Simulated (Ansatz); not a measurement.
The system is BN.

```
CELL_PARAMETERS angstrom
2.55394 0.00000 0.00000
-1.27697 2.21178 0.00000
0.00000 0.00000 4.22685
ATOMIC_POSITIONS crystal
N 0.33333 0.66667 0.12528
N 0.66667 0.33333 0.62528
B 0.33333 0.66667 0.49972
B 0.66667 0.33333 0.99972
```

Measurements of this composition are mostly on another form, of space group No. 194.

Base run:

```yaml
Program: Ansatz 0.2.0
Functional: PBE
Potentials_or_basis: Ansatz PAW soft_1
Cutoff: 420 eV
Density_cutoff: 1680 eV
k_mesh: 12 × 12 × 6
Occupations: fermi-dirac, width 0.05 eV
Spin: no spin polarisation
```

Its results: band gap on the k mesh 5.21 eV, indirect (least direct gap 8.24 eV); pressure -0.2 GPa; largest force 0.017 eV/Å.

**Question.** The run is repeated on the same cell with these changes: functional from PBE to PBEsol; potentials or basis from Ansatz PAW soft_1 to JTH PAW; cutoff from 420 eV to 1320 eV; density cutoff from 1680 eV to 5280 eV. What comes out?

**Answer.** Band gap on the k mesh 4.97 eV, indirect (least direct gap 8.13 eV); pressure -5.9 GPa; largest force 0.012 eV/Å.

A k mesh can miss the band edges.

Not every run made on this cell is shown here.
